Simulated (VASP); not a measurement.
Wanted: the native input for a VASP 6.6.1 run.

```yaml
Task: single point
Functional: PBEsol
Potentials_or_basis: VASP PAW PBE potentials, release 64 (Br, K_sv)
Cutoff: 520 eV
k_mesh: 7 × 7 × 7
Occupations: gaussian, width 0.1 eV
Spin: no spin polarisation
Further_INCAR_settings: ALGO = Normal; EDIFF = 1e-06; NBANDS = 15
```

The structure of KBr lies in POSCAR:

```
KBr
1.0
    0.0000000000      3.3000000000      3.3000000000
    3.3000000000      0.0000000000      3.3000000000
    3.3000000000      3.3000000000      0.0000000000
Br K
1 1
Cartesian
    3.3000000000      3.3000000000      3.3000000000
    0.0000000000      0.0000000000      0.0000000000
```

One way to write it, as run:

INCAR

```
SYSTEM = KBr
PREC = Accurate
ENCUT = 520
EDIFF = 1E-6
ISMEAR = 0
SIGMA = 0.1
LREAL = .False.
LASPH = .True.
NELM = 100
ALGO = Normal
ISIF = 2
LWAVE = .False.
LCHARG = .False.
GGA = PS
NBANDS = 15
```

KPOINTS

```
Automatic mesh
0
Gamma
  7 7 7
  0 0 0
```

Potentials or basis: VASP PAW PBE potentials, release 64 (Br, K_sv).

Launch:

```sh
$ cat potpaw_PBE.64/Br/POTCAR potpaw_PBE.64/K_sv/POTCAR > POTCAR
$ mpirun -np 1 vasp_std > vasp.out
```

It gave:

| Property | Result |
| --- | --- |
| Pressure | -0.3 GPa |
| Band gap on the k mesh | 4.28 eV, direct |

Caveat: the PAW data sets were made with another functional, which shifts forces and pressure a little.

Run time: 13 s on 1 thread of AMD EPYC 9R45 (Zen 5), on a shared host, peak memory 0.18 GiB.
